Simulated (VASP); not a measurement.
Crystal: LiH.

```
Li H
1.0
     0.00000   -2.03250   -2.03250
     0.00000    2.03250   -2.03250
     4.06500    0.00000    0.00000
Li H
2 2
Direct
  0.52629 0.49978 0.50922
  0.97371 0.00022 0.99078
  0.49568 0.55370 0.94957
  0.00432 0.94630 0.55043
```

The cell isn't the ideal one: a zone-boundary wave of random shape, sigma 0.1 Å.

| Item | Value |
| --- | --- |
| Program | VASP 6.6.1 |
| Task | relaxation of cell and atoms |
| Functional | r2SCAN |
| Dispersion | rVV10 |
| Potentials or basis | VASP PAW PBE potentials, release 64 (Li_sv, H) |
| Cutoff | 600 eV |
| k mesh | 9 × 9 × 7 |
| Occupations | gaussian, width 0.05 eV |
| Spin | no spin polarisation |

At the start: pressure -0.6 GPa; volume 8.40 Å³/atom.

Task: How do energy, volume and symmetry change on relaxing?

Result: Over 14 steps the energy falls by 63.1 meV/atom and the volume is 7.90 Å³/atom (-5.9 %); space group Fm-3m (No. 225, to 0.05 Å).

The path:
| step | energy change (eV) | largest force (eV/Å) | pressure (GPa) | volume (Å³) |
| --- | --- | --- | --- | --- |
| 1 | 0.0000 | 0.9111 | -0.59 | 33.59 |
| 2 | -0.0786 | 0.7252 | -0.85 | 33.43 |
| 3 | -0.2045 | 0.2991 | -1.13 | 33.03 |
| 4 | -0.1298 | 0.5861 | -0.17 | 32.21 |
| 5 | -0.2248 | 0.1669 | -1.06 | 32.76 |
| 6 | -0.2385 | 0.1239 | -0.57 | 32.25 |
| 7 | -0.2426 | 0.1681 | 1.20 | 30.73 |
| 8 | -0.2486 | 0.0788 | 0.16 | 31.47 |
| 9 | -0.2489 | 0.0759 | 0.32 | 31.34 |
| 10 | -0.2516 | 0.0427 | 0.08 | 31.49 |
| 11 | -0.2523 | 0.0205 | -0.03 | 31.62 |
| 12 | -0.2525 | 0.0100 | 0.00 | 31.61 |
| 13 | -0.2525 | 0.0099 | 0.00 | 31.61 |
| 14 | -0.2525 | 0.0039 | 0.02 | 31.61 |

Final structure:
```xyz
4
Lattice="0.0000 -1.9937 -1.9938 -0.0007 1.9917 -1.9918 3.9798 -0.0009 0.0007" Properties=species:S:1:pos:R:3 pbc="T T T"
Li    1.9892   -0.0055   -1.9886
Li    0.0003   -1.9896   -1.9976
H     3.9792    0.0000   -1.9929
H     1.9894    1.9894   -1.9905
```

Caveat: the cutoff is under 1.25 times the usual one of these potentials, so pressure, stress and relaxed cells hold a basis-set (Pulay) error; the PAW data sets were made with another functional, which shifts forces and pressure a little.
